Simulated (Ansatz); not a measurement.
Sensitivity of the gradients in SnO2 with an O vacancy to the input

Cell: a supercell of SnO2 (space group Pnnm) built from a computed structure from the Materials Project (it need not be an observed phase), with all atoms left at the host's positions.

```
Sn O
1.0
     4.78800    4.86658    0.00000
    -4.78800    4.86658    0.00000
     0.00000    0.00000    9.72269
Sn O
12 23
Direct
  0.50000 0.00000 0.16667
  0.50000 0.00000 0.50000
  0.50000 0.00000 0.83333
  0.00000 0.50000 0.16667
  0.00000 0.50000 0.50000
  0.00000 0.50000 0.83333
  0.00000 0.00000 0.00000
  0.00000 0.00000 0.33333
  0.00000 0.00000 0.66667
  0.50000 0.50000 0.00000
  0.50000 0.50000 0.33333
  0.50000 0.50000 0.66667
  0.30645 0.01459 0.33333
  0.30645 0.01459 0.66667
  0.80645 0.51459 0.00000
  0.80645 0.51459 0.33333
  0.80645 0.51459 0.66667
  0.48541 0.69355 0.16667
  0.48541 0.69355 0.50000
  0.48541 0.69355 0.83333
  0.98541 0.19355 0.16667
  0.98541 0.19355 0.50000
  0.98541 0.19355 0.83333
  0.51459 0.30645 0.16667
  0.51459 0.30645 0.50000
  0.51459 0.30645 0.83333
  0.01459 0.80645 0.16667
  0.01459 0.80645 0.50000
  0.01459 0.80645 0.83333
  0.69355 0.98541 0.00000
  0.69355 0.98541 0.33333
  0.69355 0.98541 0.66667
  0.19355 0.48541 0.00000
  0.19355 0.48541 0.33333
  0.19355 0.48541 0.66667
```

Atoms are numbered from 1 in the order listed; like atoms form one site, named after its first atom.

Reference run. All values are calculated (Ansatz; DFT, PBE, plane waves and PAW, scalar-relativistic, collinear spin, 420 eV cutoff, Γ-centred 3×3×2 k-points, Fermi–Dirac smearing 0.01 eV, cell charge +1), not measured. Start moments as typed (μB): 0.5 0 0.5 0 0 0 0.5 0 0 0 0 0 0 0 0 0 0 0 0 0 0 0 0 0 0 0 0 0 0 0 0 0 0 0 0 by atom.

Problem. The input is changed as follows: `total_charge`: 1 → 2. What happens to V_zz (10²¹ V/m²) and η?

Solution. 

```
site  atom  V_zz reference  η reference  V_zz changed  η changed
 Sn1     1           10.25         0.24         12.66       0.08
 Sn4     4           -6.07         0.28         -6.51       0.11
 Sn7     7           13.44         0.74         17.87       0.55
Sn10    10            4.78         0.80          4.97       0.54
Sn11    11            5.39         0.67          5.32       0.45
 O13    13          -12.15         0.13        -12.70       0.28
 O18    18          -11.85         0.39        -12.31       0.54
 O21    21          -10.66         0.27        -10.38       0.45
 O22    22          -11.39         0.10        -10.98       0.10
 O24    24          -11.52         0.40        -11.65       0.56
 O27    27          -10.93         0.28        -10.67       0.46
 O30    30          -12.86         0.28        -14.10       0.55
```

The largest change of V_zz is on Sn7, from 13.44 to 17.87. In per cent, |V_zz| changes by -1 to +33 on Sn, -4 to +10 on O (all sites that start above 2). Where |V_zz| stays above 0.1, η moves most on O30, from 0.28 to 0.55. The table leaves out 11 of the 23 sites, with |V_zz| up to 11.48; their tensors move by 0.69 at most along any direction. The statements above cover all sites. The changed cell holds a charge of +2 on a uniform background, so it isn't the same centre. At these positions the changed run has forces up to 3.2 eV/Å, so its atoms aren't at their own equilibrium. The absolute magnetisation of the cell goes from 0.1 to 0.0 μB. SCF iterations: 15 and 15.

On the reference run: The defect repeats with the cell of 35 atoms, so it feels its images: sites between two images don't show the values beside a lone defect, and zeros or small values of η there can come from the images' arrangement. O and Sn carry a gradient in the pure host already, so the values there aren't the defect's effect alone. A uniform background compensates the cell's charge. The defect cell has no gap above 0.1 eV on its mesh, so the values can hang on the smearing and the k-mesh. Without spin–orbit coupling (the program notes it for Sn) the gradients can shift somewhat, as the gap is small. The run lost most of its start moments on Sn; a state with other moments may lie lower. The neighbours have not yet relaxed around the defect (largest force 1.7 eV/Å), so a real crystal will differ.
